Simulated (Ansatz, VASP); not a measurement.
Mg in VASP and in Ansatz

Contents of INCAR:

```
SYSTEM = Mg
ALGO = Normal
EDIFF = 1E-6
ENCUT = 520
GGA = PS
ISIF = 2
ISMEAR = -1
LASPH = .TRUE.
LCHARG = .TRUE.
LELF = .TRUE.
LREAL = .FALSE.
LVHAR = .TRUE.
LWAVE = .FALSE.
NBANDS = 9
NELM = 100
PREC = Accurate
SIGMA = 0.05
```

The input KPOINTS:

```
k-points
0
G
  8 8 5
  0 0 0
```

The input POSCAR:

```
Mg
1.0
    3.2093000000      0.0000000000      0.0000000000
   -1.6046500000      2.7793353284      0.0000000000
    0.0000000000      0.0000000000      5.1060940000
Mg
2
Direct
    0.6666666667      0.3333333333      0.7500000000
    0.3333333333      0.6666666667      0.2500000000
```

The input input.yaml:

```yaml
crystal:
  lattice:
    - [3.2093, 0.0, 0.0]
    - [-1.60465, 2.7793353284, 0.0]
    - [0.0, 0.0, 5.106094]
  atoms:
    - { symbol: Mg, position: [0.6666666667, 0.3333333333, 0.75] }
    - { symbol: Mg, position: [0.3333333333, 0.6666666667, 0.25] }
hamiltonian:
  xc: pbesol
  pseudopotentials: { kind: paw }
kpoints:
  mp_grid: { grid: [8, 8, 5] }
  band_path:
    path:
      - [[0.0, 0.0, 0.0], [0.5, 0.0, 0.0], [0.3333333333, 0.3333333333, 0.0], [0.0, 0.0, 0.0], [0.0, 0.0, 0.5], [0.5, 0.0, 0.5], [0.3333333333, 0.3333333333, 0.5], [0.0, 0.0, 0.5]]
      - [[0.5, 0.0, 0.5], [0.5, 0.0, 0.0]]
      - [[0.3333333333, 0.3333333333, 0.0], [0.3333333333, 0.3333333333, 0.5]]
    npoints: 14
scf:
  occupations: { method: fermi_dirac, width: 0.05 }
  n_extra_bands: 6
output:
  forces: true
  stress: true
  eigenvalues: true
  fatbands: false
```

Alike in both runs: functional PBEsol; k mesh 8 × 8 × 5; occupations fermi-dirac, width 0.05 eV; no spin polarisation.

|  | VASP | Ansatz |
| --- | --- | --- |
| version | VASP 6.6.1 | Ansatz 0.2.0 |
| potentials or method | VASP PAW PBE potentials, release 64 (Mg) | Ansatz PAW |
| plane-wave cutoff (eV) | 520 | 420 |
| valence electrons in the cell | 4 | 20 |
| task | single point | band structure |

|  | VASP | Ansatz | Ansatz less VASP |
| --- | --- | --- | --- |
| gap on the k mesh at the Fermi level (eV) | none | none | - |
| pressure (GPa) | -0.4 | -0.4 | +0.05 |
| largest component of the traceless stress (GPa) | 1.18 | 1.18 | +0.002 |

A gap of «none» marks a metal or a gap that the smearing closes. With one functional, cell and mesh, what is left measures potentials, basis and numerics. The two sets of potentials don't hold the same shells in valence.

Caveats: the PAW data sets were made with another functional, which shifts forces and pressure a little (VASP); the PAW data sets come from PBE, with cores solved anew for the run's functional, which leaves a small shift of forces and pressure (Ansatz).
